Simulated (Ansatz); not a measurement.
# Cobalt, beta-Sn type under m-r²SCAN: from relaxation to bulk modulus

Aim: take cobalt in the beta-Sn type structure, relax it, solve it on a dense k-mesh, then scale the cell to 7 volumes from 88 to 112 % of the relaxed one and try a fit of the equation of state. The start is ferromagnetic. The k-meshes are 15×15×10 for the relaxation; 24×24×13 for the dense run; 16×16×9 for the volumes.

Method: DFT m-r2SCAN, plane waves (500 eV) with PAW, scalar-relativistic; PAW files made under PBE, frozen cores solved again for the functional; m-r²SCAN is r²SCAN on the gauge-invariant kinetic-energy density, in Ansatz 0.2.0.

## (1) The system as given

Symmetry: I4_1/amd, No. 141, tetragonal system. Conventional cell: a = 4.400 Å, b = 4.400 Å, c = 2.402 Å, α = 90.00°, β = 90.00°, γ = 90.00°. Around Co (site symmetry -4m2) lie 6 Co at 2.28 to 2.40 Å.

Coordinates:

```cif
data_structure
_symmetry_space_group_name_H-M 'I4_1/amd:1'
_symmetry_Int_Tables_number 141
_cell_length_a 4.4000
_cell_length_b 4.4000
_cell_length_c 2.4024
_cell_angle_alpha 90.000
_cell_angle_beta 90.000
_cell_angle_gamma 90.000
_cell_volume 46.51
loop_
_atom_site_label
_atom_site_type_symbol
_atom_site_symmetry_multiplicity
_atom_site_Wyckoff_symbol
_atom_site_fract_x
_atom_site_fract_y
_atom_site_fract_z
_atom_site_occupancy
Co1 Co 4 a 0.00000 0.00000 0.00000 1
```

Starting moments (μB): +1.7 ×2.

## (2) Relaxing cell and atoms

The input, input.yaml:

```yaml
crystal:
  lattice:
    - [-2.1999784191, 2.1999784191, 1.2011882168]
    - [2.1999784191, -2.1999784191, 1.2011882168]
    - [2.1999784191, 2.1999784191, -1.2011882168]
  atoms:
    - { symbol: Co, position: [0.0, 0.0, 0.0], spin: 1.7 }
    - { symbol: Co, position: [0.75, 0.25, 0.5], spin: 1.7 }
hamiltonian:
  xc: mr2scan
  pseudopotentials:
    kind: paw
    azcp:
      Co: "pseudopotentials/Co.paw.azcp"
basis:
  ecutwfc: 500
  fft_grid_basis: typed
kpoints:
  mp_grid: { grid: [15, 15, 10], shift: [0, 0, 0] }
magnetization:
  spin_polarized: true
scf:
  occupations: { method: fermi_dirac, width: 0.05 }
relax:
  max_steps: 60
  f_tol: 0.01
  cell: {}
output:
  write_density: true
  write_potential: true
  elf: true
  volumetric_format: npy
```

Log:

```text
Warning: crystal.symmetry: narrowed to the stabiliser of the k-point mesh — unitary ops 16 → 4; excluded 12 operations that carry a point of the 15×15×10 mesh (shift [0, 0, 0]) off the mesh (the run samples exactly the mesh kpoints.mp_grid names, as under crystal.symmetry.detect: false, and its converged state has the mesh's symmetry, not the crystal's; ε∞, the Born charges and the force constants of a linear response (`dielectric:` by the response, `phonons.method: dfpt`) are averaged over those of the crystal's operations that the state keeps within a tolerance, where `mesh_tensors`, `unaveraged_element` or `gamma_mean_max_change_ev_ang2` stands beside them; a row that `dielectric.field_direction` solves alone is averaged likewise, with nothing beside; a Γ-centred mesh of equal divisions is mapped onto itself by every operation and keeps the whole group, as does a half-shifted one under kpoints.further_shifts: images)
Warning: RAYON_NUM_THREADS=2 ignored (pool sized by the plan → 2); use --threads N
Engine: ansatz 0.2.0, x86_64-unknown-linux-gnu
Pseudopotentials: kind: paw
Pseudopotential: Co, paw, valence charge 17, recommended cutoff 500 eV (meta_gga), <dir>
Functional definition: m-r2SCAN
  exchange = m_r2scan_x
  correlation = m_r2scan_c
Crystal: 2 atoms, lattice volume = 23.255 Å³
Basis set: ecut = 500 eV, 601 PW (Γ), exchange–correlation on 100×100×100 points (64 copies of the dense FFT grid, shifted against one another)
Bands: 23, of which v1, the nominal top of the filled ones, is band 17 counted from 1 (16 counted from 0)
Symmetry: 4 space group operations
k-points: 608 of 2250
Non-local potential: Co, projectors of the file, l = 0: 3, l = 1: 2, l = 2: 3, l = 3: 1
PAW form: soft (Blöchl's): semilocal exchange-correlation on the pseudo side does not see the compensation charge
PAW frozen core: Co, regenerated for the run's functional (the file was generated under x = pbe(κ = 0.804, μ = 0.2195149727645171), c = pbe(β = 0.06672455060314922))
PAW one-centre angular grid: Co, 590 points (default); XC on 160 Gauss nodes
Initial density: superposition of atomic densities (chi_scale 0.1, normalization cell)
Starting moments: Σ|m| = 3.4 μB on 2 of 2 sites
Initial wavefunctions: pseudopotential atomic-orbital guess
Functional: x = mr2scan, c = mr2scan; τ floored in thin density (d = 2e-4 eV/Å³)
iter 1 solved again at ethr=2.49e-3 eV; its pass at ethr=3.10e-3 eV (dr2=8.47e-1 eV) is discarded
SCF iter   1: F=—  HF=-10259.648708 eV  |F-HF|=—  |Δ(HF+E_count)|=         —  Δρ=7.97e-2 (↑1.48e-2 ↓7.97e-2)  dr2=1.05e0  dr2_τ=1.36e-2  dr2_m=2.77e-1  M=3.475 μB ∫|m|=3.495 μB  β_m=1.00  ethr=2.49e-3  ⟨swp⟩=2.7  Hψ=161991  notcnv=0
Mixer restart at iter 1: flushing history
preconditioner: auto → none  [metal: Δε(μ)=0.005 eV  Ē_g=8.635 eV  σ=0.050 eV  W_gap=0.02  n_scr=8 (ndim 8)  ℏωp=32.7 eV  f_vac=0.000  D(μ)=3.25/eV (n_scr^D=52)  sad-step TF]
SCF iter   2: F=—  HF=-10259.432708 eV  |F-HF|=—  |Δ(HF+E_count)|=   2.16e-1  Δρ=1.63e-2 (↑1.63e-2 ↓1.24e-2)  dr2=2.33e-2  dr2_τ=9.55e-3  dr2_m=2.64e-2  M=3.512 μB ∫|m|=3.584 μB  β_m=1.00  ethr=2.49e-3  ⟨swp⟩=3.3  Hψ=53067  notcnv=0  defer=32  κ⁻¹=1.0e0(r=1)
SCF iter   3: F=—  HF=-10259.771796 eV  |F-HF|=—  |Δ(HF+E_count)|=         —  Δρ=6.06e-2 (↑2.33e-2 ↓6.06e-2)  dr2=2.78e-1  dr2_τ=3.47e-3  dr2_m=3.43e-1  M=4.011 μB ∫|m|=4.108 μB  β_m=1.00  ethr=6.85e-5  ⟨swp⟩=2.3  Hψ=55740  notcnv=0  defer=320
Mixer restart at iter 3: flushing history
SCF iter   4: F=—  HF=-10261.836291 eV  |F-HF|=—  |Δ(HF+E_count)|=    2.06e0  Δρ=1.19e-1 (↑6.76e-2 ↓1.19e-1)  dr2=4.52e0  dr2_τ=1.02e-2  dr2_m=1.67e-1  M=3.532 μB ∫|m|=3.682 μB  β_m=1.00  ethr=1.47e-4  ⟨swp⟩=3.6  Hψ=76475  notcnv=0  defer=329
SCF iter   5: F=—  HF=-10261.090863 eV  |F-HF|=—  |Δ(HF+E_count)|=   7.45e-1  Δρ=1.05e-2 (↑1.05e-2 ↓9.09e-3)  dr2=2.19e-2  dr2_τ=2.19e-2  dr2_m=5.51e-4  M=3.578 μB ∫|m|=3.728 μB  β_m=1.00  ethr=1.47e-4  ⟨swp⟩=3.9  Hψ=87204  notcnv=0  defer=286  κ⁻¹=1.0e0(r=1)
SCF iter   6: F=—  HF=-10261.125576 eV  |F-HF|=—  |Δ(HF+E_count)|=   3.47e-2  Δρ=6.71e-3 (↑5.74e-3 ↓6.71e-3)  dr2=3.15e-2  dr2_τ=2.74e-4  dr2_m=1.18e-4  M=3.564 μB ∫|m|=3.721 μB  β_m=1.00  ethr=6.43e-5  ⟨swp⟩=2.2  Hψ=61940  notcnv=0  defer=329  κ⁻¹=4.6e-3(r=2)
SCF iter   7: F=—  HF=-10261.159917 eV  |F-HF|=—  |Δ(HF+E_count)|=   3.43e-2  Δρ=4.86e-3 (↑3.22e-3 ↓4.86e-3)  dr2=1.27e-2  dr2_τ=1.24e-4  dr2_m=2.82e-4  M=3.551 μB ∫|m|=3.710 μB  β_m=1.00  ethr=6.43e-5  ⟨swp⟩=2.3  Hψ=38033  notcnv=0  defer=329  κ⁻¹=1.8e-4(r=3)
SCF iter   8: F=—  HF=-10261.193487 eV  |F-HF|=—  |Δ(HF+E_count)|=   3.36e-2  Δρ=1.53e-3 (↑8.68e-4 ↓1.53e-3)  dr2=5.74e-4  dr2_τ=1.42e-5  dr2_m=1.07e-4  M=3.521 μB ∫|m|=3.681 μB  β_m=1.00  ethr=3.73e-5  ⟨swp⟩=2.0  Hψ=49151  notcnv=0  defer=329  κ⁻¹=2.0e-5(r=4)
SCF iter   9: F=—  HF=-10261.197759 eV  |F-HF|=—  |Δ(HF+E_count)|=   4.27e-3  Δρ=4.29e-4 (↑4.08e-4 ↓4.29e-4)  dr2=3.35e-5  dr2_τ=6.84e-7  dr2_m=2.70e-6  M=3.507 μB ∫|m|=3.667 μB  β_m=1.00  ethr=1.69e-6  ⟨swp⟩=2.0  Hψ=46808  notcnv=0  defer=329  κ⁻¹=8.3e-7(r=5)
SCF iter  10: F=—  HF=-10261.197923 eV  |F-HF|=—  |Δ(HF+E_count)|=   1.64e-4  Δρ=2.41e-4 (↑2.23e-4 ↓2.41e-4)  dr2=9.61e-6  dr2_τ=1.71e-7  dr2_m=3.08e-7  M=3.506 μB ∫|m|=3.664 μB  β_m=1.00  ethr=9.84e-8  ⟨swp⟩=2.3  Hψ=47941  notcnv=0  defer=329  κ⁻¹=5.5e-7(r=6)
SCF iter  11: F=—  HF=-10261.197986 eV  |F-HF|=—  |Δ(HF+E_count)|=   6.30e-5  Δρ=6.62e-5 (↑6.43e-5 ↓6.62e-5)  dr2=6.33e-7  dr2_τ=2.70e-8  dr2_m=8.93e-8  M=3.503 μB ∫|m|=3.661 μB  β_m=1.00  ethr=2.83e-8  ⟨swp⟩=2.0  Hψ=48660  notcnv=0  defer=329  κ⁻¹=6.0e-8(r=7)
SCF iter  12: F=—  HF=-10261.197987 eV  |F-HF|=—  |Δ(HF+E_count)|=   1.73e-6  Δρ=3.79e-5 (↑3.79e-5 ↓3.54e-5)  dr2=2.80e-7  dr2_τ=1.02e-8  dr2_m=1.36e-8  M=3.503 μB ∫|m|=3.661 μB  β_m=1.00  ethr=1.86e-9  ⟨swp⟩=2.6  Hψ=45878  notcnv=0  defer=329  κ⁻¹=1.2e-8(r=8)
SCF iter  13: F=—  HF=-10261.197991 eV  |F-HF|=—  |Δ(HF+E_count)|=   3.67e-6  Δρ=1.54e-5 (↑1.41e-5 ↓1.54e-5)  dr2=4.45e-8  dr2_τ=1.59e-9  dr2_m=1.23e-9  M=3.503 μB ∫|m|=3.662 μB  β_m=1.00  ethr=8.24e-10  ⟨swp⟩=2.0  Hψ=47619  notcnv=0  defer=329  κ⁻¹=1.5e-7(r=8)
SCF iter  14: F=—  HF=-10261.197992 eV  |F-HF|=—  |Δ(HF+E_count)|=   6.44e-7  Δρ=7.00e-6 (↑7.00e-6 ↓4.70e-6)  dr2=5.81e-9  dr2_τ=4.82e-10  dr2_m=1.32e-9  M=3.503 μB ∫|m|=3.662 μB  β_m=1.00  ethr=1.31e-10  ⟨swp⟩=2.0  Hψ=49574  notcnv=0  defer=329  κ⁻¹=9.6e-8(r=8)
SCF iter  15: F=-10261.197992 eV  HF=-10261.197992 eV  |F-HF|=4.56e-9  |Δ(HF+E_count)|=   3.54e-8  Δρ=3.58e-6 (↑3.25e-6 ↓3.58e-6)  dr2=5.29e-9  dr2_τ=1.11e-10  dr2_m=9.32e-11  M=3.503 μB ∫|m|=3.662 μB  ethr=1.71e-11  ⟨swp⟩=5.0  Hψ=154781  notcnv=0
SCF 1 converged in 15 iterations: F = -10261.197992 eV  dr2 = 5.29e-9
relax step   1: F+E_penalty+E_count = -10261.19799169 eV  Δ(F+E_penalty+E_count) = +0.000e0 eV  max|allowed force component| = 1.031e-4 eV/Å  Δτ_max = 0.0000 Å  P = -0.809 GPa  Ω = 23.255 Å³  (15 SCF iters, dr2 threshold 1.00e-7 eV, accepted)
[... from here on, the SCF cycles and remarks between the steps are left out, and one step in 2 is shown ...]
relax step   2: F+E_penalty+E_count = -10261.20155428 eV  Δ(F+E_penalty+E_count) = -3.563e-3 eV  max|allowed force component| = 1.465e-4 eV/Å  Δτ_max = 0.0000 Å  P = -0.295 GPa  Ω = 23.193 Å³  energy of the carried Pulay correction = +5.208e-5 eV  (8 SCF iters, dr2 threshold 2.00e-7 eV, accepted)
relax step   4: F+E_penalty+E_count = -10261.20726548 eV  Δ(F+E_penalty+E_count) = -2.195e-3 eV  max|allowed force component| = 2.502e-4 eV/Å  Δτ_max = 0.0000 Å  P = +0.310 GPa  Ω = 23.137 Å³  energy of the carried Pulay correction = +7.311e-5 eV  (9 SCF iters, dr2 threshold 2.00e-7 eV, accepted)
relax step   6: F+E_penalty+E_count = -10261.40410959 eV  Δ(F+E_penalty+E_count) = -1.400e-1 eV  max|allowed force component| = 1.682e-3 eV/Å  Δτ_max = 0.0002 Å  P = +0.695 GPa  Ω = 22.733 Å³  energy of the carried Pulay correction = +4.689e-4 eV  (11 SCF iters, dr2 threshold 2.00e-7 eV, accepted)
relax step   8: F+E_penalty+E_count = -10261.80569878 eV  Δ(F+E_penalty+E_count) = -2.135e-1 eV  max|allowed force component| = 3.744e-3 eV/Å  Δτ_max = 0.0002 Å  P = +0.660 GPa  Ω = 21.876 Å³  energy of the carried Pulay correction = +1.433e-3 eV  (11 SCF iters, dr2 threshold 2.00e-7 eV, accepted)
relax step  10: F+E_penalty+E_count = -10262.09338832 eV  Δ(F+E_penalty+E_count) = -9.982e-2 eV  max|allowed force component| = 5.208e-3 eV/Å  Δτ_max = 0.0015 Å  P = -0.292 GPa  Ω = 21.008 Å³  energy of the carried Pulay correction = +2.444e-3 eV  (11 SCF iters, dr2 threshold 2.00e-7 eV, accepted)
relax step  12: F+E_penalty+E_count = -10262.11510672 eV  Δ(F+E_penalty+E_count) = -1.853e-2 eV  max|allowed force component| = 7.319e-2 eV/Å  Δτ_max = 0.0621 Å  P = -0.363 GPa  Ω = 21.009 Å³  energy of the carried Pulay correction = +2.515e-3 eV  (11 SCF iters, dr2 threshold 2.00e-7 eV, accepted)
relax step  14: F+E_penalty+E_count = -10262.19508719 eV  Δ(F+E_penalty+E_count) = -2.046e-2 eV  max|allowed force component| = 9.111e-4 eV/Å  Δτ_max = 0.0776 Å  P = -2.286 GPa  Ω = 20.401 Å³  energy of the carried Pulay correction = +3.246e-3 eV  (11 SCF iters, dr2 threshold 2.00e-7 eV, accepted)
relax step  16: F+E_penalty+E_count = -10262.20334031 eV  Δ(F+E_penalty+E_count) = -3.033e-3 eV  max|allowed force component| = 2.796e-2 eV/Å  Δτ_max = 0.0191 Å  P = +1.193 GPa  Ω = 20.359 Å³  energy of the carried Pulay correction = +3.291e-3 eV  (10 SCF iters, dr2 threshold 2.00e-7 eV, accepted)
relax step  18: F+E_penalty+E_count = -10262.20419895 eV  Δ(F+E_penalty+E_count) = -1.574e-5 eV  max|allowed force component| = 6.277e-4 eV/Å  Δτ_max = 0.0005 Å  P = -0.002 GPa  Ω = 20.426 Å³  energy of the carried Pulay correction = +3.209e-3 eV  (5 SCF iters, dr2 threshold 1.11e-7 eV, accepted)
relax step  20: F+E_penalty+E_count = -10262.35479897 eV  Δ(F+E_penalty+E_count) = -5.268e-2 eV  max|allowed force component| = 9.098e-3 eV/Å  Δτ_max = 0.0263 Å  P = +3.442 GPa  Ω = 20.600 Å³  energy of the carried Pulay correction = -1.836e-4 eV  (11 SCF iters, dr2 threshold 2.00e-7 eV, accepted)
relax step  22: F+E_penalty+E_count = -10262.37533525 eV  Δ(F+E_penalty+E_count) = -6.209e-5 eV  max|allowed force component| = 5.483e-4 eV/Å  Δτ_max = 0.0024 Å  P = +0.013 GPa  Ω = 20.862 Å³  energy of the carried Pulay correction = -4.435e-4 eV  (6 SCF iters, dr2 threshold 2.00e-7 eV, accepted)
relax step  23: F+E_penalty+E_count = -10262.37601065 eV  Δ(F+E_penalty+E_count) = -6.754e-4 eV  max|allowed force component| = 6.728e-4 eV/Å  Δτ_max = 0.0000 Å  P = +0.009 GPa  Ω = 20.862 Å³  stress off target by 4.20e-2 GPa  SCF on the basis re-selected at this cell (its energy is not comparable with the rows above)  (13 SCF iters)
[... 1 line left out ...]
SCF converged after 13 iterations
Stability not checked: this state was not tested for a lower state beside it, because the mixer in use, unlike msr1, does not test its closes by its own steps (another_mixer; see scf.mixing.algorithm and scf.lower_state_search)
Magnetization: 3.1540 μB (18.5770 up, 15.4230 down)
Absolute magnetization: 3.4474 μB (∫|ρ↑−ρ↓|, with the PAW one-centre terms)
Spin contamination: 0.0487 ħ² per cell (⟨S²⟩ above its minimum at these occupations)
Per-site moments (μB) at R_I (Å): [(1.6447693387602578, 1.0075747132806738), (1.644769338760258, 1.0075747132806738)]
Free energy (F): -10262.376011 eV
Harris-Foulkes:  -10262.376011 eV  (|F-HF|=1.82e-12)
Internal energy: -10262.361396 eV  (E = F + TS)
E sigma→0 (E₀):  -10262.368703 eV
Entropy (-TS):   -0.014615 eV (-7.307 meV/atom)
Fermi energy:    19.324778 eV
--- Per-component energies (eV) ---
  E_band       = -506.069369
  E_kinetic    = 911.169464
  E_local      = -5560.963326  (includes V_loc(G=0)·N_el)
  E_nonlocal   = 913.969189
  E_hartree    = 2339.321207
  E_xc         = -315.810023
  E_vxc        = -460.447806  (∫ρ·V_xc dr)
  E_paw        = -3048.696632  (= ΣΔE_a)
  E_vpaw       = -1017.729202  (= ΣTr[D̂ρ^β])
  E_aug_tail   = 0.000071  (compensation charges beyond the density's cutoff)
  E_vtau       = 29.289971  (kinetic-family band-sum trace: ∫τ·v_τ [+ j·A + Jᵃ·Aᵃ] dr)
  E_ewald      = -5500.760934
  E_core_change = -0.590412  (= ΣΔE_core)
  E_smearing   = -0.014615  (= −TS)
  E_closure    = 0.000000  (closes the sum)
  Σ components = -10262.376011   (vs F -10262.376011, Δ=0.00e0)
--- Forces (eV/Å), atoms counted from 1 ---
  atom   1  Co    -0.00067281     0.00067281     0.00000000
  atom   2  Co     0.00067281    -0.00067281     0.00000000
  max |Σ_I F_I| component: 0.00e0 eV/Å
--- Stress (GPa, compression-positive) ---
        0.002864       0.026587       0.011131
        0.026587       0.002864       0.011131
        0.011131       0.011131       0.022360
  P = ⅓ Tr σ = 0.0094 GPa (0.094 kbar)
--- Band table (eV; the first three rows and the last of 1216) ---
  k-point 0 ↑: bands = ["-80.3480", "-80.2805", "-42.2528", "-41.9223", "-41.9220", "-41.8658", "-41.8657", "-41.8624", "9.7307", "13.8341", "16.6594", "16.6685", "16.6731", "17.0178", "17.0202", "17.3916", "17.3951", "18.6177", "18.6199", "19.1526", "26.4010", "42.2196", "45.2943"]
  k-point 1 ↑: bands = ["-80.3463", "-80.2822", "-42.2434", "-41.9210", "-41.9206", "-41.8721", "-41.8672", "-41.8671", "9.8399", "13.8128", "16.6292", "16.6359", "16.6403", "16.9864", "16.9888", "17.4644", "17.4678", "18.6128", "18.6147", "18.7353", "27.0270", "42.1762", "45.1458"]
  k-point 2 ↑: bands = ["-80.3415", "-80.2870", "-42.2161", "-41.9169", "-41.9166", "-41.9002", "-41.8712", "-41.8711", "10.1625", "13.7162", "16.5453", "16.5757", "16.5797", "16.9027", "16.9051", "17.6406", "17.6439", "17.8350", "18.5904", "18.5917", "28.5813", "41.9164", "43.4184"]
  k-point 607 ↓: bands = ["-77.8544", "-77.8544", "-40.0461", "-40.0461", "-39.7624", "-39.7624", "-39.7612", "-39.7612", "14.9592", "14.9592", "16.7191", "16.7191", "19.2467", "19.2467", "19.4581", "19.4581", "20.6912", "20.6912", "21.5865", "21.5865", "28.3660", "28.3660", "39.1885"]
--- Relaxed structure (21 steps of the walk, 21 accepted, 2 SCFs on fresh bases) ---
  F+E_penalty+E_count = -10262.37601065 eV   max|allowed force component| = 6.728e-4 eV/Å   (the final SCF, on the basis selected at the relaxed cell)
  cell:  # Å, volume = 20.8615 Å³
    - [-1.3607038522852928, 1.655415142192895, 1.2131013075218842]
    - [1.655415142192895, -1.3607038522852928, 1.2131013075218842]
    - [2.769031250204091, 2.769031250204091, -0.6733370402789918]
  atoms:
    - { symbol: Co, position: [0.041570116881461026, -0.041570116881461026, 0.0] }
    - { symbol: Co, position: [0.7084298831185389, 0.29157011688146106, 0.5] }
```

It took 9.1 min on 2 threads of Intel Xeon 6975P-C (Granite Rapids), shared host; peak memory 0.97 GiB.

Relaxation path:

```
step  energy change (meV/atom)  largest force (eV/Å)  pressure (GPa)  volume (Å³/atom)
   1                      0.00                0.0001           -0.81            11.627
   2                     -1.78                0.0001           -0.29            11.597
   3                     -3.54                0.0004           -0.30            11.607
   4                     -4.64                0.0003            0.31            11.569
   5                    -33.08                0.0007            0.62            11.504
   6                   -103.06                0.0017            0.70            11.367
   7                   -197.10                0.0025            1.83            11.122
   8                   -303.85                0.0037            0.66            10.938
   9                   -397.79                0.0041            2.38            10.635
  10                   -447.70                0.0052           -0.29            10.504
  11                   -449.29                0.0119           -0.21            10.511
  12                   -458.56                0.0732           -0.36            10.504
  13                   -488.32                0.0891           -1.97            10.435
  14                   -498.55                0.0009           -2.29            10.201
  15                   -501.16                0.0612            0.03            10.223
  16                   -502.67                0.0280            1.19            10.180
  17                   -503.10                0.0024           -0.01            10.216
  18                   -503.10                0.0006            0.00            10.213
  19                   -552.06                0.0184            6.57            10.213
  20                   -578.40                0.0091            3.44            10.300
  21                   -588.64                0.0012           -0.08            10.435
  22                   -588.67                0.0005            0.01            10.431
  23                   -589.01                0.0007            0.01            10.431
```

Steps that repeat a cell are solved on a basis chosen anew, so their changes of energy are no gain of the relaxation.

The cell of the run, before and after:

|  | before | after | change |
| --- | --- | --- | --- |
| a (Å) | 3.335 | 2.462 | -26.2 % |
| b (Å) | 3.335 | 2.462 | -26.2 % |
| c (Å) | 3.335 | 3.973 | +19.1 % |
| α (°) | 97.45 | 90.00 | -7.6 % |
| β (°) | 97.45 | 90.00 | -7.6 % |
| γ (°) | 137.78 | 120.02 | -12.9 % |
| volume (Å³/atom) | 11.627 | 10.431 | -10.3 % |
| shortest distance (Å) | 2.280 | 2.443 | +7.1 % |
| space group (spins left aside) | I4_1/amd | P6_3/mmc | changed |

(Part 1 of 2 ends here.)
